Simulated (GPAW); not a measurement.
# InPd (Pm-3m) in GPAW: convergence with plane-wave cutoff (eV)

Aim: find how far plane-wave cutoff (eV) must go before the results for InPd settle, at PBE. This setting moves, with any that are tied to it; all else stays.

Program: GPAW 26.7.0. These are calculated values, not measurements. Logs are shortened: lines on timing, memory, paths and dates and some standing lists are left out, and cuts for length are marked. The log counts tension as positive stress, the text compression.

## 1. The crystal as given

It takes space group Pm-3m (No. 221, cubic). Conventional cell: a = 3.272 Å, b = 3.272 Å, c = 3.272 Å, α = 90.00°, β = 90.00°, γ = 90.00°. Around In (site symmetry m-3m) lie 8 Pd at 2.83 Å. Pd (site symmetry m-3m) has 8 In at 2.83 Å as nearest neighbours.

The cell comes from a database or a generator and needn't be the stable form of this composition.

## 2. With plane-wave cutoff (eV) 200

run.py reads:

```python
from ase import Atoms
from ase.dft.bandgap import bandgap
from ase.io import write
from ase.units import GPa
from gpaw import GPAW, PW

atoms = Atoms(['In', 'Pd'],
              cell=[[3.27188478, 0.0, 0.0],
                    [0.0, 3.27188478, 0.0],
                    [0.0, 0.0, 3.27188478]],
              scaled_positions=[[0.0, 0.0, 0.0],
                                [0.5, 0.5, 0.5]],
              pbc=True)

calc = GPAW(mode=PW(200),
            xc='PBE',
            kpts={'size': (8, 8, 8), 'gamma': True},
            occupations={'name': 'fermi-dirac', 'width': 0.05},
            nbands=26,
            convergence={'density': 1e-05, 'energy': 1e-05},
            maxiter=100,
            txt='gpaw.txt')
atoms.calc = calc
energy = atoms.get_potential_energy()
forces = atoms.get_forces()
stress = atoms.get_stress()
calc.write('gs.gpw')
write('result.traj', atoms)
print(f'Energy: {energy:.6f} eV')
print('Forces (eV/A):')
print(forces.round(4))
print('Stress (GPa):', (stress / GPa).round(3))
print('Fermi level:', round(calc.get_fermi_level(), 4), 'eV')
print(f'Gap: {bandgap(calc)[0]:.4f} eV, direct: {bandgap(calc, direct=True)[0]:.4f} eV')
```

Potentials or basis: GPAW PAW data sets (gpaw-data 1.2.1), pw.

Started as:

```
> OMP_NUM_THREADS=1 python run.py
```

gpaw.txt:

```text
__  _  _
 | _ |_)|_||  |
 |__||  | ||/\| - 26.7.0

Input parameters:
  mode=PW(ecut=200.0),
  convergence={'density': 1e-05, 'energy': 1e-05},
  kpts=MonkhorstPack(size=(8, 8, 8), gamma=True),
  maxiter=100,
  nbands=26,
  occupations=Occupations(name='fermi-dirac', width=0.05),
  xc=XC(name='PBE')

Diagonalizing LCAO Hamiltonian
Converting LCAO to pw mode
   .-------.
  /|       |
 * |       |
 | |  Pd   |
 | .-------.
 |/       /
 In------*

Atoms  # Å, Bohr magnetons
|   | symbol |        x |        y |        z |    initial magnetic moments |
|---|--------|----------|----------|----------|-----------------------------|
| 0 |     In | 0.000000 | 0.000000 | 0.000000 | ( 0.0000,  0.0000,  0.0000) |
| 1 |     Pd | 1.635942 | 1.635942 | 1.635942 | ( 0.0000,  0.0000,  0.0000) |

Unit cell  # Å
| periodic |        x |        y |        z |  lengths |    angles |
|----------|----------|----------|----------|----------|-----------|
|      yes | 3.271885 | 0.000000 | 0.000000 | 3.271885 | 90.000000 |
|      yes | 0.000000 | 3.271885 | 0.000000 | 3.271885 | 90.000000 |
|      yes | 0.000000 | 0.000000 | 3.271885 | 3.271885 | 90.000000 |

Number of symmetries: 48
Symmetry operations  # r_c * U_cc + t_c -> r_c
|    | kind |            matrix            |
|----|------|------------------------------|
|  0 |  E   |  1, 0, 0,  0, 1, 0,  0, 0, 1 |
|  1 |  σ   |  1, 0, 0,  0, 1, 0,  0, 0,-1 |
|  2 |  σ   |  1, 0, 0,  0, 0, 1,  0, 1, 0 |
|  3 |  C4  |  1, 0, 0,  0, 0, 1,  0,-1, 0 |
|  4 |  C4  |  1, 0, 0,  0, 0,-1,  0, 1, 0 |
|  5 |  σ   |  1, 0, 0,  0, 0,-1,  0,-1, 0 |
|  6 |  σ   |  1, 0, 0,  0,-1, 0,  0, 0, 1 |
|  7 |  C2  |  1, 0, 0,  0,-1, 0,  0, 0,-1 |
|  8 |  σ   |  0, 1, 0,  1, 0, 0,  0, 0, 1 |
|  9 |  C2  |  0, 1, 0,  1, 0, 0,  0, 0,-1 |
| 10 |  C3  |  0, 1, 0,  0, 0, 1,  1, 0, 0 |
| 11 |  S6  |  0, 1, 0,  0, 0, 1, -1, 0, 0 |
| 12 |  S6  |  0, 1, 0,  0, 0,-1,  1, 0, 0 |
| 13 |  C3  |  0, 1, 0,  0, 0,-1, -1, 0, 0 |
| 14 |  C4  |  0, 1, 0, -1, 0, 0,  0, 0, 1 |
| 15 |  S4  |  0, 1, 0, -1, 0, 0,  0, 0,-1 |
| 16 |  C3  |  0, 0, 1,  1, 0, 0,  0, 1, 0 |
| 17 |  S6  |  0, 0, 1,  1, 0, 0,  0,-1, 0 |
| 18 |  σ   |  0, 0, 1,  0, 1, 0,  1, 0, 0 |
| 19 |  C4  |  0, 0, 1,  0, 1, 0, -1, 0, 0 |
| 20 |  C2  |  0, 0, 1,  0,-1, 0,  1, 0, 0 |
| 21 |  S4  |  0, 0, 1,  0,-1, 0, -1, 0, 0 |
| 22 |  S6  |  0, 0, 1, -1, 0, 0,  0, 1, 0 |
| 23 |  C3  |  0, 0, 1, -1, 0, 0,  0,-1, 0 |
| 24 |  S6  |  0, 0,-1,  1, 0, 0,  0, 1, 0 |
| 25 |  C3  |  0, 0,-1,  1, 0, 0,  0,-1, 0 |
| 26 |  C4  |  0, 0,-1,  0, 1, 0,  1, 0, 0 |
| 27 |  σ   |  0, 0,-1,  0, 1, 0, -1, 0, 0 |
| 28 |  S4  |  0, 0,-1,  0,-1, 0,  1, 0, 0 |
| 29 |  C2  |  0, 0,-1,  0,-1, 0, -1, 0, 0 |
| 30 |  C3  |  0, 0,-1, -1, 0, 0,  0, 1, 0 |
| 31 |  S6  |  0, 0,-1, -1, 0, 0,  0,-1, 0 |
| 32 |  C4  |  0,-1, 0,  1, 0, 0,  0, 0, 1 |
| 33 |  S4  |  0,-1, 0,  1, 0, 0,  0, 0,-1 |
| 34 |  S6  |  0,-1, 0,  0, 0, 1,  1, 0, 0 |
| 35 |  C3  |  0,-1, 0,  0, 0, 1, -1, 0, 0 |
| 36 |  C3  |  0,-1, 0,  0, 0,-1,  1, 0, 0 |
| 37 |  S6  |  0,-1, 0,  0, 0,-1, -1, 0, 0 |
| 38 |  σ   |  0,-1, 0, -1, 0, 0,  0, 0, 1 |
| 39 |  C2  |  0,-1, 0, -1, 0, 0,  0, 0,-1 |
| 40 |  σ   | -1, 0, 0,  0, 1, 0,  0, 0, 1 |
| 41 |  C2  | -1, 0, 0,  0, 1, 0,  0, 0,-1 |
| 42 |  C2  | -1, 0, 0,  0, 0, 1,  0, 1, 0 |
| 43 |  S4  | -1, 0, 0,  0, 0, 1,  0,-1, 0 |
| 44 |  S4  | -1, 0, 0,  0, 0,-1,  0, 1, 0 |
| 45 |  C2  | -1, 0, 0,  0, 0,-1,  0,-1, 0 |
| 46 |  C2  | -1, 0, 0,  0,-1, 0,  0, 0, 1 |
| 47 |  i   | -1, 0, 0,  0,-1, 0,  0, 0,-1 |

BZ-sampling:
  Number of BZ points: 512
  Number of IBZ points: 35

  Monkhorst-Pack size: [8, 8, 8]
  Monkhorst-Pack shift: [0.0625, 0.0625, 0.0625]

K-points  # in reciprocal-cell coordinates
|     |                                coordinates |     weight |
|-----|--------------------------------------------|------------|
|   0 | (  0.00000000,   0.00000000,   0.00000000) | 0.00195312 |
|   1 | (  0.12500000,   0.00000000,   0.00000000) | 0.01171875 |
|   2 | (  0.12500000,   0.12500000,   0.00000000) | 0.02343750 |
|   3 | (  0.12500000,   0.12500000,   0.12500000) | 0.01562500 |
|   4 | (  0.25000000,   0.00000000,   0.00000000) | 0.01171875 |
|   5 | (  0.25000000,   0.12500000,   0.00000000) | 0.04687500 |
|   6 | (  0.25000000,   0.12500000,   0.12500000) | 0.04687500 |
|   7 | (  0.25000000,   0.25000000,   0.00000000) | 0.02343750 |
|   8 | (  0.25000000,   0.25000000,   0.12500000) | 0.04687500 |
|   9 | (  0.25000000,   0.25000000,   0.25000000) | 0.01562500 |
| ... |                                            |            |
|  34 | (  0.50000000,   0.50000000,   0.50000000) | 0.00195312 |

Plane wave coefficients: 251
Cutoff: 200.0 eV

Spin-components: 1 (collinear spins)
Bands:           26
Projectors:      12
Spin-degeneracy: 2
Datatype:        complex128

Parallelization:
  kpt:    1
  domain: 1
  band:   1

Density:
  Valence electrons: 29.0
  Components: 1
  Grid points: [12 12 12]
  Charge: 0.0  # |e|

Potential:
  Grid points: [12 12 12]

species:
  In:
    name:    Indium
    Z:       49.0
    valence: 13
    core:    36
    charge:  0.0  # [|e|]
    compensation charges:
      type: gauss
      rc: 0.36  # [Å]
      lmax: 2
    cutoffs:
      filter: 2.09  # [Å]
      core: 2.48  # [Å]
    projectors
    | kind |    occ | energy [eV] | rcut [Å] |
    |------|--------|-------------|----------|
    |   5s |  2.000 |      -8.203 |    1.185 |
    |   5p |  1.000 |      -2.521 |    1.244 |
    |   4d | 10.000 |     -18.629 |    1.148 |
    |    s |        |      19.008 |    1.185 |
    |    p |        |      24.691 |    1.244 |
    |    d |        |       8.583 |    1.148 |

    Using partial waves for In as LCAO basis

  Pd:
    name:    Palladium
    Z:       46.0
    valence: 16
    core:    30
    charge:  0.0  # [|e|]
    compensation charges:
      type: gauss
      rc: 0.38  # [Å]
      lmax: 2
    cutoffs:
      filter: 2.38  # [Å]
      core: 2.28  # [Å]
    projectors
    | kind |    occ | energy [eV] | rcut [Å] |
    |------|--------|-------------|----------|
    |   5s |  0.000 |      -3.315 |    1.228 |
    |   4p |  6.000 |     -51.209 |    1.360 |
    |   5p |  0.000 |      -0.314 |    1.360 |
    |   4d | 10.000 |      -4.047 |    1.228 |
    |    s |        |      23.896 |    1.228 |
    |    d |        |      23.165 |    1.228 |

    Using partial waves for Pd as LCAO basis

Reference energy: -297202.910378  # eV

eigensolver:
  PPCG
  Converge bands: occupied
  niter=2

density mixing:
  MSR1-Mixer
  Pratt-step length: 0.05
  Maximum mixing coefficient: 0.75
  Old densities: 10
  SVD Regularization: 0.005
  Good broyden scale: 1.0
  Trust region scale: 1.0
  Backstep threshold: 4.0
  History deletion threshold: 6.0
  Fourier metric: weight=20.0, sigma=0.015

occupation numbers:
  Fermi-Dirac:
    width: 0.0500  # eV

poisson solver:
  ecut: 1600.0  # eV

xc functional:
  name: PBE with 2 nearest neighbor stencil

convergence criteria:
[... 6 lines left out ...]
|iter     | |      energy | eigst |  dens |
|---------|-|-------------|-------|-------|
|iter:   1| |   -7.538311 | -0.40 |       |
|iter:   2| |   -6.900015 | -2.63 | -1.02 |
|iter:   3| |   -5.926936 | -1.93 | -1.11 |
|iter:   4| |   -5.886833 | -3.90 | -1.61 |
|iter:   5| |   -5.871506 | -4.30 | -1.84 |
|iter:   6| |   -5.870658 | -4.97 | -2.54 |
|iter:   7| |   -5.870659 | -7.09 | -3.69 |
|iter:   8| |   -5.870660c| -7.86c| -4.10 |
|iter:   9| |   -5.870660c| -8.22c| -5.24c|

Converged in 9 steps
Energy contributions relative to reference atoms: (reference = -297202.910378)

Energy contributions:
  Kinetic:          10.401369
  Coulomb:         -12.311443
  Zero:              1.134709
  External:          0.000000
  Xc:               -5.090163
  Entropy:          -0.010266
  Spinorbit:         0.000000
  ----------------------------
  Free energy:      -5.875793
  Extrapolated:     -5.870660

dipole moment: (-10.990129, -10.990129, -10.990129)  # |e|*Ang

Fermi level: 9.909
Eigenvalues  # (at kpt = [0.000, 0.000, 0.000])
| band index |      eig [eV] | occ [0-2] |
|------------|---------------|-----------|
|          0 |       -40.342 |     2.000 |
|        ... |               |           |
|          6 |        -4.555 |     2.000 |
|          7 |        -4.555 |     2.000 |
|          8 |        -0.101 |     2.000 |
|          9 |         6.170 |     2.000 |
|         10 |         6.170 |     2.000 |
|         11 |         7.739 |     2.000 |
[... 8 lines left out ...]
|         20 |        26.215 |     0.000 |
|         21 |        26.215 |     0.000 |
|        ... |               |           |
|         25 |        31.469 |     0.000 |

No gap
No difference between direct/indirect transitions

Forces  # eV/Ang
|       x |       y |       z |
|---------|---------|---------|
| 0.00000 | 0.00000 | 0.00000 |  # In   0
| 0.00000 | 0.00000 | 0.00000 |  # Pd   1

Stress tensor  # eV/Ang^3
|        x |        y |        z |
|----------|----------|----------|
| 0.145171 | 0.000000 | 0.000000 |
| 0.000000 | 0.145171 | 0.000000 |
| 0.000000 | 0.000000 | 0.145171 |

# Writing to gs.gpw (mode='')
```

It took 7.3 s on 1 thread of Arm Neoverse V1, shared host; peak memory 0.12 GiB.

What came out:

```
Free energy            : -5.8758 eV
Pressure               : -23.3 GPa
Band gap on the k mesh : none (metal or under the smearing width)
```

## 3. With plane-wave cutoff (eV) 250

run.py, as its differences from that of step 2:

```diff
@@ -14,3 +14,3 @@
 
-calc = GPAW(mode=PW(200),
+calc = GPAW(mode=PW(250),
             xc='PBE',
```

Potentials or basis: GPAW PAW data sets (gpaw-data 1.2.1), pw.

Started as:

```
> OMP_NUM_THREADS=1 python run.py
```

It took 8.1 s on 1 thread of Arm Neoverse V1, shared host; peak memory 0.13 GiB.

Results:

```yaml
Free_energy: -6.5700 eV
Pressure: 0.2 GPa
Band_gap_on_the_k_mesh: none (metal or under the smearing width)
```

## 4. With plane-wave cutoff (eV) 300

run.py, as its differences from that of step 3:

```diff
@@ -14,3 +14,3 @@
 
-calc = GPAW(mode=PW(250),
+calc = GPAW(mode=PW(300),
             xc='PBE',
```

Started as:

```
> OMP_NUM_THREADS=1 python run.py
```

Run time: 9.8 s. Hardware: 1 thread of Arm Neoverse V1, shared host; peak memory 0.13 GiB.

What came out:

- Free energy: -6.8568 eV
- Pressure: -3.2 GPa
- Band gap on the k mesh: none (metal or under the smearing width)

## 5. With plane-wave cutoff (eV) 350

run.py, as its differences from that of step 4:

```diff
@@ -14,3 +14,3 @@
 
-calc = GPAW(mode=PW(300),
+calc = GPAW(mode=PW(350),
             xc='PBE',
```

Started as:

```
> OMP_NUM_THREADS=1 python run.py
```

It took 11 s on 1 thread of Arm Neoverse V1, shared host; peak memory 0.13 GiB.

Results:

```yaml
Free_energy: -7.2108 eV
Pressure: -3.3 GPa
Band_gap_on_the_k_mesh: none (metal or under the smearing width)
```

## 6. With plane-wave cutoff (eV) 400

run.py, as its differences from that of step 5:

```diff
@@ -14,3 +14,3 @@
 
-calc = GPAW(mode=PW(350),
+calc = GPAW(mode=PW(400),
             xc='PBE',
```

Potentials or basis: GPAW PAW data sets (gpaw-data 1.2.1), pw.

Started as:

```
> OMP_NUM_THREADS=1 python run.py
```

Wall time 12 s (1 thread of Arm Neoverse V1, shared host); peak memory 0.14 GiB.

What came out:

```yaml
Free_energy: -7.4558 eV
Pressure: -0.9 GPa
Band_gap_on_the_k_mesh: none (metal or under the smearing width)
```

## 7. With plane-wave cutoff (eV) 500

run.py, as its differences from that of step 6:

```diff
@@ -14,3 +14,3 @@
 
-calc = GPAW(mode=PW(400),
+calc = GPAW(mode=PW(500),
             xc='PBE',
```

Started as:

```
> OMP_NUM_THREADS=1 python run.py
```

Wall time 19 s (1 thread of Arm Neoverse V1, shared host); peak memory 0.15 GiB.

The run converged. Its results:

```yaml
Free_energy: -7.6229 eV
Pressure: 2.6 GPa
Band_gap_on_the_k_mesh: none (metal or under the smearing width)
```

## 8. With plane-wave cutoff (eV) 600

run.py, as its differences from that of step 7:

```diff
@@ -14,3 +14,3 @@
 
-calc = GPAW(mode=PW(500),
+calc = GPAW(mode=PW(600),
             xc='PBE',
```

Started as:

```
> OMP_NUM_THREADS=1 python run.py
```

Run time: 18 s. Hardware: 1 thread of Arm Neoverse V1, shared host; peak memory 0.16 GiB.

It converged, with:

```
Free energy            : -7.6407 eV
Pressure               : 3.3 GPa
Band gap on the k mesh : none (metal or under the smearing width)
```

## 9. With plane-wave cutoff (eV) 800

run.py, as its differences from that of step 8:

```diff
@@ -14,3 +14,3 @@
 
-calc = GPAW(mode=PW(600),
+calc = GPAW(mode=PW(800),
             xc='PBE',
```

Potentials or basis: GPAW PAW data sets (gpaw-data 1.2.1), pw.

Started as:

```
> OMP_NUM_THREADS=1 python run.py
```

Run time: 33 s. Hardware: 1 thread of Arm Neoverse V1, shared host; peak memory 0.18 GiB.

Results (log left out):

```yaml
Free_energy: -7.6416 eV
Pressure: 3.3 GPa
Band_gap_on_the_k_mesh: none (metal or under the smearing width)
```

## 10. With plane-wave cutoff (eV) 1000

run.py, as its differences from that of step 9:

```diff
@@ -14,3 +14,3 @@
 
-calc = GPAW(mode=PW(800),
+calc = GPAW(mode=PW(1000),
             xc='PBE',
```

Started as:

```
> OMP_NUM_THREADS=1 python run.py
```

It took 37 s on 1 thread of Arm Neoverse V1, shared host; peak memory 0.2 GiB.

Results (log left out):

| Quantity | Value |
| --- | --- |
| Free energy | -7.6418 eV |
| Pressure | 3.3 GPa |
| Band gap on the k mesh | none (metal or under the smearing width) |

## 11. The series at a glance

| plane-wave cutoff (eV) | energy less the tightest run, at zero smearing (meV/atom) | pressure (GPa) | SCF cycles | CPU time (s) | peak memory (GiB) |
| --- | --- | --- | --- | --- | --- |
| 200 | 883.00 | -23.26 | 9 | 7.3 | 0.12 |
| 250 | 535.94 | 0.22 | 10 | 8.1 | 0.13 |
| 300 | 392.51 | -3.18 | 10 | 9.8 | 0.13 |
| 350 | 215.53 | -3.27 | 10 | 11 | 0.13 |
| 400 | 93.03 | -0.86 | 10 | 12 | 0.14 |
| 500 | 9.44 | 2.59 | 10 | 19 | 0.15 |
| 600 | 0.53 | 3.29 | 10 | 18 | 0.16 |
| 800 | 0.09 | 3.34 | 10 | 33 | 0.18 |
| 1000 | 0.00 | 3.34 | 10 | 37 | 0.2 |

Against the tightest run, the energy stays within 1 meV/atom from 600 on; the pressure stays within 0.1 GPa from 600 on. The tightest run that finished is the yardstick and may itself not be fully converged.
